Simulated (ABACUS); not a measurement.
Runs of ABACUS 3.10.1 on SiO2. Symmetry: P4_32_12, No. 96, tetragonal system. The conventional cell has a = 4.976 Å, b = 4.976 Å, c = 6.901 Å, α = 90.00°, β = 90.00°, γ = 90.00°. Si (site symmetry 2) has 4 O at 1.61 Å as nearest neighbours. O (site symmetry 1) is surrounded by 2 Si at 1.61 Å. The cell comes from a database or a generator and needn't be the stable form of this composition.

```csv
task,level,potentials or basis,k mesh,cutoff (eV),SCF threshold on the density,eigensolver,symmetry key,threshold of the eigensolver,path,gap on the mesh (eV),pressure (GPa),largest force (eV/Å)
single point,RPBE,"PseudoDojo NC SR 0.4.1 PBE standard, DZP LCAO (the cutoffs set its grid)",6 × 6 × 4,1361,1e-07,genelpa,1,-,-,6.53,9.4,0.78
single point,LDA,"PseudoDojo NC SR 0.4.1 LDA standard, plane waves",5 × 5 × 3,1143,1e-08,dav,1,-,-,5.53,-2.9,0.18
single point,RPBE+D3(BJ)+ABC,"PseudoDojo NC SR 0.4.1 PBE standard, DZP LCAO (the cutoffs set its grid)",6 × 6 × 4,1361,1e-07,genelpa,1,-,-,6.53,(b),(a)
single point,RPBE+D3,"PseudoDojo NC SR 0.4.1 PBE standard, DZP LCAO (the cutoffs set its grid)",6 × 6 × 4,1361,1e-07,genelpa,1,-,-,6.53,7.3,(c)
```

Alike in all rows: no spin polarisation; cell as given; smearing fermi-dirac 0.05 eV.

Question: Estimate the missing entries.

Answer: (a) 0.76; (b) 4.6; (c) 0.79.

Caveats: the atomic orbitals were generated for these runs and aren't a published set (some runs); the potentials were made for another functional, which shifts forces and pressure (some runs); the basis of atomic orbitals isn't converged, which shifts pressures, moduli and gaps (some runs); there are fewer bands than atomic start orbitals, so a level may be missed at k points of high symmetry (some runs); an odd mesh through Γ misses points on the zone boundary, where band edges often lie (some runs).
